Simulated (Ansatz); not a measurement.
## Ligand exchange: C4H8 + GeH2(SH)2 → C3H6S + GeH2(CH3)(SH)

Species: C4H8 (1-butene) `C=CCC`, singlet; GeH2(SH)2, singlet; C3H6S (allyl mercaptan) `C=CCS`, singlet; GeH2(CH3)(SH), singlet. The partners trade CH3 for SH: C–CH3 and Ge–SH bonds give way to C–SH and Ge–CH3.

Shapes, held fixed at every level: PBE0-D4/def2-TZVP. Flexible molecules stand in one conformer, not always the lowest. Programs: Ansatz 0.2.0. The zero-point and thermal change to 298 K, harmonic and unscaled (PBE0-D4/def2-TZVP), is -3.8 kJ/mol.

Question: Estimate ΔH(298 K) of this reaction.

Answer: The highest level, CCSD(T)/def2-TZVPP, gives ΔH(298 K) = +61.2 kJ/mol; the levels span +61.2 to +72.4. The column of differences is taken from that level and isn't an error. No measured value is set beside it here. Relativity is left out for Ge. Outer-core shells of Ge are correlated, in sets that cover them unevenly. Times are processor times on shared x86 and Arm servers, and rough.

| level | kind | ΔH(298 K) (kJ/mol) | less CCSD(T)/def2-TZVPP | CPU time (sum over the molecules) |
| --- | --- | --- | --- | --- |
| SPW92/def2-TZVPP | LDA | +63.9 | +2.7 | 8.4 s |
| r2SCAN-D4/def2-TZVPP | meta-GGA | +65.0 | +3.8 | 31 s |
| B3LYP-D4/def2-TZVPP | global hybrid | +64.0 | +2.8 | 30 s |
| wB97M-V/def2-TZVPP | range-separated hybrid | +62.6 | +1.4 | 72 s |
| wB97X-V/def2-TZVPP | range-separated hybrid | +62.4 | +1.2 | 50 s |
| MP2/def2-SVP | perturbation theory | +72.4 | +11.2 | – |
| MP2/def2-TZVPP | perturbation theory | +61.2 | 0.0 | – |
| CCSD(T)/def2-TZVPP | coupled cluster or CI | +61.2 | 0.0 | 6.4 min |
